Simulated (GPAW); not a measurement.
**HgTe (Coloradoite): single point with PBE**

The system is HgTe (Coloradoite).

```
Hg Te
1.0
     0.00000    3.21450    3.21450
     3.21450    0.00000    3.21450
     3.21450    3.21450    0.00000
Hg Te
1 1
Direct
  0.00000 0.00000 0.00000
  0.75000 0.75000 0.75000
```

```json
{"Program": "GPAW 26.7.0", "Task": "single point", "Functional": "PBE", "Potentials or basis": "GPAW PAW data sets (gpaw-data 1.2.1), other valence", "Cutoff": "500 eV", "Basis": "pw", "k mesh": "6 × 6 × 6", "Occupations": "fermi-dirac, width 0.01 eV", "Spin": "no spin polarisation", "Maxiter": "150", "Data set": "Te 16"}
```

* Pressure: 4.3 GPa
* Band gap on the k mesh: none (metal or under the smearing width)

Levels at points of the mesh, in eV from the Fermi level:
| k point | band 15 | band 16 | band 17 | band 18 | band 19 | band 20 |
| --- | --- | --- | --- | --- | --- | --- |
| (0.00, 0.00, 0.00) | -0.55 | -0.01 | -0.01 | -0.01 | 4.04 | 4.04 |
| (0.50, 0.50, 0.00) | -5.48 | -2.34 | -2.34 | 1.88 | 2.37 | 8.26 |
| (0.50, 0.50, 0.50) | -5.55 | -1.03 | -1.03 | 0.75 | 4.87 | 4.87 |

Run time: 7.1 s on 1 thread of AMD EPYC 9R45 96-Core Processor (Zen 5) (shared host), peak memory 0.16 GiB.

Caveat: the cutoff is short for stress and forces, so pressures can be off by a GPa or more. The run has no spin-orbit coupling, so splittings on Hg, Te are missing.
